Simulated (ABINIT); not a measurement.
C:

```
C
1.0
     0.00000    1.78337    1.78337
     1.78337    0.00000    1.78337
     1.78337    1.78337    0.00000
C
2
Direct
  0.75000 0.75000 0.75000
  0.50000 0.50000 0.50000
```

This isn't the form of C at room conditions, which is graphite.

Program: ABINIT 10.8.3 (patched build). Alike in all runs: task single point; no spin polarisation; cell as given; cutoff (eV) 816.

Problem. Order these runs on this cell by their band gap on the k mesh, lowest first.
A. level PBE0; potentials or basis SG15 NC PBE v1.2; k mesh 6 × 6 × 6; smearing fermi-dirac 0.05 eV; share of exact exchange 0.5; thinning of the exchange mesh (fockdownsampling) 2 × 2 × 2; mesh quality coarse
B. level HSE06; potentials or basis SG15 NC PBE v1.2; k mesh 8 × 8 × 8; smearing fixed; mesh quality not flagged
C. level PBE-EpsX; potentials or basis SPMS NC PBE v1.0; k mesh 8 × 8 × 8; smearing fermi-dirac 0.05 eV; thinning of the exchange mesh (fockdownsampling) 2 × 2 × 2; dielectric constant that sets the share 5.76769; mesh quality not flagged
D. level PBE0; potentials or basis SG15 NC PBE v1.2; k mesh 6 × 6 × 6; smearing fermi-dirac 0.05 eV; share of exact exchange 0.25; thinning of the exchange mesh (fockdownsampling) 2 × 2 × 2; mesh quality coarse
E. level PBE0; potentials or basis SG15 NC PBE v1.2; k mesh 6 × 6 × 6; smearing fermi-dirac 0.05 eV; share of exact exchange 0.35; thinning of the exchange mesh (fockdownsampling) 2 × 2 × 2; mesh quality coarse

Solution. B (5.37 eV), C (5.56 eV), D (6.35 eV), E (7.22 eV), A (8.54 eV).

Caveats: some runs use coarse meshes; exact exchange is summed on a coarse mesh, which widens gaps by tenths of an eV (some runs); Libxc's HSE differs a little from that of other programs (some runs).

A k mesh can miss the band edges.

Runs at the PBE level aren't shown here.
